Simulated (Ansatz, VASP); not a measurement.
**PbS in VASP and in Ansatz**

```
Pb S
1.0
     2.94050   -2.90000    0.00000
     2.94050    2.90000    0.00000
    -1.08005    0.00000   11.70929
Pb S
2 2
Direct
  0.77560 0.77560 0.63638
  0.22440 0.22440 0.36362
  0.26840 0.26840 0.59860
  0.73160 0.73160 0.40140
```

Alike in both runs: task single point; functional PBE; k mesh 4 × 4 × 2; occupations gaussian, width 0.1 eV; no spin polarisation.

```csv
,VASP,Ansatz
version,VASP 6.6.1,Ansatz 0.2.0
potentials or method,"VASP PAW PBE potentials, release 64 (Pb_d, S)","scalar-relativistic, plane waves, PAW"
plane-wave cutoff (eV),520,420
valence electrons in the cell,40,40
```

```tsv
	VASP	Ansatz	Ansatz less VASP
gap on the k mesh at the Fermi level (eV)	1.25	1.25	+0.002
least direct gap on the mesh (eV)	1.25	1.25	+0.002
rms of the force components (eV/Å)	0.171	0.170	-0.0011
```

Atom by atom the forces differ by 0.002 eV/Å (rms over components). The functional is the same, so the differences come from potentials, cutoffs and numerics.

Caveats: spin-orbit coupling is left out, which as a rule narrows the gap of such compounds by several tenths of an eV.
